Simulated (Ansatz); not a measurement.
ZnSnN2 as one 4-atom ordering (R-3m) on the rocksalt lattice was relaxed with 5 functionals in the plane-wave code Ansatz, cell and atoms free, the symmetry of the start kept (meshes: PBE 10×10×10, r2SCAN 8×8×8, PBEsol 8×8×8, LDA 8×8×8, HSE06 6×6×6). (Calculated; spin-unpolarised; the phase may be known or hypothetical.)

The PBE result:
```
Zn Sn N
1.0
     1.60148    0.92462    5.21249
    -1.60148    0.92462    5.21249
     0.00000   -1.84923    5.21249
Zn Sn N
1 1 2
Direct
  0.00000 0.00000 0.00000
  0.50000 0.50000 0.50000
  0.24657 0.24657 0.24657
  0.75343 0.75343 0.75343
```

Space group R-3m (No. 166), trigonal; conventional cell a = 3.203 Å, c = 15.637 Å, 11.58 Å³ an atom. Around Zn lie 6 N at 2.29 Å; around Sn lie 6 N at 2.23 Å; around N lie 3 Sn at 2.23 Å and 3 Zn at 2.29 Å.

**Question.** What lattice does PBEsol give?

**Answer.** a = 3.165 Å, c = 15.407 Å; the volume differs by -3.8 % from PBE's. Zn has 6 N at 2.26 Å; Sn has 6 N at 2.21 Å; N has 3 Sn at 2.21 Å and 3 Zn at 2.26 Å.

**Question.** How does the cell change with HSE06?

**Answer.** a = 3.159 Å, c = 15.446 Å; the volume differs by -3.9 % from PBE's. Around Zn lie 6 N at 2.27 Å; around Sn lie 6 N at 2.19 Å; around N lie 3 Sn at 2.19 Å and 3 Zn at 2.27 Å.

**Question.** Held at the r2SCAN cell, what mean stress do LDA and PBE find, and does its sign point to their own minimum?

**Answer.** Yes. LDA -5.56 GPa, and its relaxed volume is -3.2 % from r2SCAN's; PBE +6.51 GPa, and its relaxed volume is +3.5 % from r2SCAN's. Compression counts positive, so a positive stress asks for a larger cell.
